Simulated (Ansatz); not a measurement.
## CdSe: do energies and stresses tell the same story?

These are results of DFT PBE, scalar-relativistic, plane waves, PAW (Ansatz), not measurements.

Cutoff 420 eV; k points 12×12×6 on the computed 4-atom cell (Γ-centred); Gaussian smearing, width 0.02 eV; no spin polarisation.

Relaxed cell: P6_3mc, a = 4.383 Å, b = 4.383 Å, c = 7.154 Å, α = 90.00°, β = 90.00°, γ = 120.00°, 4 atoms in the primitive cell.

Energies at zero smearing and pressures from the stress tensor, at volumes with shape and atoms relaxed:
```csv
V (Å³/atom),E − E(first) (meV/atom),P (GPa)
27.080,0.00,5.23
27.973,-23.27,3.18
28.866,-36.06,1.45
29.758,-40.00,0.00
30.651,-36.46,-1.23
31.544,-26.63,-2.27
32.734,-5.40,-3.40
```

Q: Check P = −dE/dV between neighbouring volumes, and get the bulk modulus from the pressures alone.

A: With 1 eV/Å³ = 160.2 GPa:
| middle V (Å³/atom) | −ΔE/ΔV (GPa) | mean P (GPa) |
| --- | --- | --- |
| 27.527 | 4.177 | 4.208 |
| 28.419 | 2.295 | 2.319 |
| 29.312 | 0.707 | 0.726 |
| 30.205 | -0.635 | -0.617 |
| 31.098 | -1.765 | -1.751 |
| 32.139 | -2.857 | -2.836 |

The two differ by 0.03 GPa at most. The mean of two end pressures misses the average over a step by about ΔV² P″/12, up to 0.03 GPa here; with that taken off 0.00 GPa remains. Around V = 29.758 Å³/atom, the two neighbours give B = −V ΔP/ΔV = 29.758 × 2.69 / 1.786 = 44.8 GPa, against B0 = 44.5 GPa from the Birch–Murnaghan fit of the energies.